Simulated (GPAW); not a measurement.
The system is CdS (Greenockite).

```xyz
4
Lattice="4.1500 0.0000 0.0000 -2.0750 3.5940 0.0000 0.0000 0.0000 6.7370" Properties=species:S:1:pos:R:3 pbc="T T T"
Cd    2.0750    1.1980    3.3685
Cd    0.0000    2.3960    0.0000
S     2.0750    1.1980    5.8949
S     0.0000    2.3960    2.5264
```

Program: GPAW 26.7.0. Alike in all runs: task band structure; no spin polarisation; cell as given; k mesh 6 × 6 × 3; cutoff (eV) 600; smearing fermi-dirac 0.05 eV.

Task: Order these runs on this cell by their band gap on the k mesh, lowest first.
A. level GLLB-SC; potentials or basis the program's PAW data sets (release 1.2.1) made for this functional, pw
B. level TPSS; potentials or basis GPAW PAW data sets (gpaw-data 1.2.1), pw; eigensolver davidson
C. level PBE; potentials or basis GPAW PAW data sets (gpaw-data 1.2.1), pw
D. level LDA; potentials or basis the program's PAW data sets (release 1.2.1) made for this functional, pw

Result: D (0.89 eV), C (1.18 eV), B (1.38 eV), A (2.44 eV).

Caveats: the GLLB-SC gap is the Kohn-Sham gap of the path plus the derivative discontinuity (some runs); a model potential gives levels but no total energy (some runs).
